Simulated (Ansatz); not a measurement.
Crystal: CsSnBr3.

```
Cs Sn Br
1.0
     5.83901    0.00000    0.00000
     0.00000    5.83901    0.00000
     0.00000    0.00000    5.83901
Cs Sn Br
1 1 3
Direct
  0.00000 0.00000 0.00000
  0.50000 0.50000 0.50000
  0.00000 0.50000 0.50000
  0.50000 0.50000 0.00000
  0.50000 0.00000 0.50000
```

The cell is a database's computed one.

Base run:

```yaml
Program: Ansatz 0.2.0
Functional: HSE06
Potentials_or_basis: Ansatz PAW
Cutoff: "420 eV (not typed: the program's choice for these potentials)"
k_mesh: 4 × 4 × 4
Occupations: fermi-dirac, width 0.05 eV
Spin: no spin polarisation
```

Its results: band gap on the k mesh 0.93 eV, direct; pressure 0.4 GPa.

Q: The run is repeated on the same cell with these changes: functional from HSE06 to PBE0. What comes out?

A: Band gap on the k mesh 1.52 eV, direct; pressure 0.4 GPa.

Caveats: spin-orbit coupling is left out, which moves the levels of the heavy elements; the PAW data sets come from PBE, with cores solved anew for the run's functional, which leaves a small shift of forces and pressure; the thresholds are loose for stress.
